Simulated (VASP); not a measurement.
HfO2:

```
Hf O
1.0
     4.81353    0.00000    0.00000
     0.00000    4.81353    0.00000
     0.00000    0.00000    3.20542
Hf O
2 4
Direct
  0.50000 0.50000 0.50000
  0.00000 0.00000 0.00000
  0.80504 0.19496 0.50000
  0.69496 0.69496 0.00000
  0.30504 0.30504 0.00000
  0.19496 0.80504 0.50000
```

Measurements of this composition are mostly on another form, of space group No. 14.

Base run:

* Program: VASP 6.6.1
* Functional: MS2
* Potentials or basis: VASP PAW PBE potentials, release 64 (Hf_pv, O)
* Cutoff: 520 eV
* k mesh: 6 × 6 × 8
* Occupations: fermi-dirac, width 0.05 eV
* Spin: no spin polarisation

Its results: band gap on the k mesh 4.15 eV, direct; pressure -0.7 GPa; largest force 0.033 eV/Å.

**Question.** The run is repeated on the same cell with these changes: functional from MS2 to TPSS; further incar settings from ALGO = Normal; EDIFF = 1e-06 to ALGO = Normal; EDIFF = 1e-07; NBANDS = 31. What comes out?

**Answer.** Band gap on the k mesh 4.10 eV, direct; pressure 4.3 GPa; largest force 0.021 eV/Å.

Caveats: the PAW data sets were made with another functional, which shifts forces and pressure a little; spin-orbit coupling is left out, which moves the levels of the heavy elements.
